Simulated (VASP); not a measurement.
A run of VASP 6.6.1 is set up as follows.

INCAR

```
SYSTEM = N
PREC = Accurate
ENCUT = 520
EDIFF = 1E-7
ISMEAR = -1
SIGMA = 0.05
LREAL = .False.
LASPH = .True.
NELM = 80
ALGO = Normal
ISIF = 2
LWAVE = .False.
LCHARG = .False.
GGA = PE
NBANDS = 30
```

Contents of KPOINTS:

```
regular mesh
0
Gamma
  5 5 5
  0 0 0
```

File POSCAR:

```
N
1.0
    5.8151017200      0.0000000000      0.0000000000
    0.0000000000      5.8151017200      0.0000000000
    0.0000000000      0.0000000000      5.8151017200
N
8
Direct
    0.0442300000      0.4568110000      0.5432390000
    0.4480590000      0.5432210000      0.0387930000
    0.5479870000      0.0375630000      0.4536560000
    0.9553750000      0.9510980000      0.9649470000
    0.9367870000      0.5582050000      0.4439980000
    0.5603610000      0.4333290000      0.9433300000
    0.4429380000      0.9411210000      0.5603680000
    0.0670040000      0.0727120000      0.0602010000
```

Potentials or basis: VASP PAW PBE potentials, release 64 (N).

Run with:

```bash
$ cat potpaw_PBE.64/N/POTCAR > POTCAR
$ mpirun -np 1 vasp_std > vasp.out
```

Question: What does it give for the largest force?

Answer: 15.916 eV/Å.

Question: Predict the pressure.

Answer: 11.3 GPa.

Question: Predict the band gap on the k mesh.

Answer: 7.59 eV, indirect (least direct gap 7.60 eV).

Forces on the atoms (eV/Å):
```
N    9.612 -9.069  8.871
N   -4.767  4.675  4.067
N    9.259  8.507 -9.399
N   -0.397 -0.432 -0.348
N   -9.603  9.061 -8.862
N    4.766 -4.658 -4.059
N   -9.254 -8.497  9.393
N    0.385  0.414  0.336
```

Caveat: the standard files for N, O and F lose accuracy on very short bonds; an odd mesh through Γ misses points on the zone boundary, where band edges often lie.
